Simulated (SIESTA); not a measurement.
BN:

```
N B
1.0
     0.00000    3.49532    2.16609
     1.25163    0.00000    2.16609
     1.25163    3.49532    0.00000
N B
1 1
Direct
  0.66665 0.66665 0.33335
  0.00005 0.00005 0.99995
```

Measurements of this composition are mostly on another form, of space group No. 194.

- Program: SIESTA 5.4.2
- Task: single point
- Functional: PBE
- Potentials or basis: PseudoDojo 0.4 standard (PBE files)
- Basis: DZP (energy shift 0.002 Ry)
- Grid cutoff: 800 Ry
- Energy shift: 0.002 Ry
- k mesh: 13 × 13 × 13
- Occupations: fermi-dirac, width 0.05 eV
- Spin: no spin polarisation

On this cell: pressure 7.2 GPa; largest force 0.014 eV/Å; band gap on the k mesh 3.88 eV, indirect (least direct gap 4.60 eV).

The same run follows on a disturbed copy (atoms moved at random, drawn with an rms of 0.05 Å):

```
N B
1.0
     0.00000    3.49532    2.16609
     1.25163    0.00000    2.16609
     1.25163    3.49532    0.00000
N B
1 1
Direct
  0.66082 0.69742 0.32683
  0.00701 0.00787 0.99074
```

Q: What does the disturbed cell give?

A: The energy moves by +20.7 meV/atom; pressure 7.7 GPa; largest force 1.748 eV/Å; band gap on the k mesh 3.70 eV, indirect (least direct gap 4.59 eV).

Forces in eV/Å, atoms in the order of the input:
```
N   -1.380  0.415 -0.990
B    1.380 -0.415  0.989
```

Stress tensor (GPa, compression positive):
```
 8.30  0.41 -4.25
 0.41  0.39  0.26
-4.25  0.26 14.44
```

Caveats: an odd mesh through Γ misses points on the zone boundary, where band edges often lie; the basis of atomic orbitals isn't converged, which shifts pressures, moduli and gaps.
